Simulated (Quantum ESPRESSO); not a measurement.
Al:

```xyz
1
Lattice="0.0000 2.0248 2.0248 2.0248 0.0000 2.0248 2.0248 2.0248 0.0000" Properties=species:S:1:pos:R:3 pbc="T T T"
Al    0.0000    0.0000    0.0000
```

```yaml
Program: Quantum ESPRESSO 7.5
Task: phonon dispersion
Functional: LDA
Potentials_or_basis: GBRV 1.5 LDA
Cutoff: 612 eV
Density_cutoff: 4898 eV
k_mesh: 12 × 12 × 12
Occupations: cold, width 0.2 eV
Spin: no spin polarisation
Form_of_the_LDA_correlation: PZ81
Mixing_beta: 0.5
Most_SCF_iterations: 120
SCF_threshold: 2e-10 Ry
q_mesh: 4 × 4 × 4
```

The cell and the atoms were relaxed first, to 15.84 Å³/atom (a = 2.819 Å, b = 2.819 Å, c = 2.819 Å, α = 60.00°, β = 60.00°, γ = 60.00°), and the response was taken there.

Task: What are the zero-point energy, and the vibrational entropy and heat capacity at 298.15 K?

Result: Zero-point energy 39.3 meV/atom; entropy 3.23 k_B/atom (26.9 J/(K·mol of atoms)); Cv 2.74 k_B/atom, 91 % of the classical limit. These are harmonic values without the electrons' part.

Phonon frequencies at the corners of the path (cm⁻¹, interpolated; i marks imaginary ones):
| point | frequencies |
| --- | --- |
| Γ | 0 0 0 |
| X | 196 196 350 |
| W | 219 271 271 |
| K | 186 264 302 |
| L | 143 143 295 |
| U | 186 264 302 |

Harmonic thermodynamics per atom at this volume (zero-point energy 39.3 meV, Debye temperature from the second moment 409 K):
| T (K) | free energy (meV) | entropy (k_B) | heat capacity Cv (k_B) |
| --- | --- | --- | --- |
| 50 | 39.1 | 0.14 | 0.42 |
| 100 | 37.3 | 0.78 | 1.51 |
| 200 | 24.3 | 2.19 | 2.46 |
| 298.15 | 1.1 | 3.23 | 2.74 |
| 500 | -68.8 | 4.70 | 2.90 |
| 800 | -209.3 | 6.08 | 2.96 |

Phonon states per cell in windows of 20 cm⁻¹ (negative: imaginary):
```csv
from (cm⁻¹),total
0,0.00
20,0.00
40,0.01
60,0.02
80,0.05
100,0.09
120,0.16
140,0.33
160,0.40
180,0.44
200,0.27
220,0.20
240,0.20
260,0.15
280,0.52
300,0.11
320,0.05
340,0.01
```
